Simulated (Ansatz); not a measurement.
Cu: Cu vacancy

These are results of Ansatz 0.2.0, DFT PBE, scalar-relativistic, plane waves, PAW, not measurements. Settings: 420 eV cutoff, 5×5×5 k-mesh, Gaussian smearing of 0.10 eV, no spin polarisation.

Host crystal, relaxed:

```yaml
crystal:
  lattice:
    - [0.00000, 1.81490, 1.81490]
    - [1.81490, 0.00000, 1.81490]
    - [1.81490, 1.81490, 0.00000]
  atoms:
    - { symbol: Cu, position: [0.00000, 0.00000, 0.00000] }
```

Supercell of 16 atoms, rows in host cell vectors: -1 -1 3; -1 -1 -1; 3 -1 -1. Atoms relax at the host's cell, keeping the symmetry that the supercell leaves at the site. The cell is small, so energies carry finite-size errors of tenths of an eV. The host is a metal. Atoms are taken from and returned to the elements' standard states.

Defect: Cu vacancy at (0.000, 0.000, 0.000) of the host cell.

Problem. What is the formation energy of the neutral defect?

Solution. 1.14 eV.

Problem. Does the neutral defect carry a moment, and how do its surroundings relax?

Solution. The neutral run had no spin polarisation, so a moment wasn't tested. The nearest neighbours before are 12 Cu at 2.57 Å; after relaxation the atoms near the site are 12 Cu at 2.55 Å; the largest move is 0.02 Å.

Cost: 2 runs of about 2.2 core-minutes in all, on Intel Xeon Processor @ 2.70GHz (shared hosts).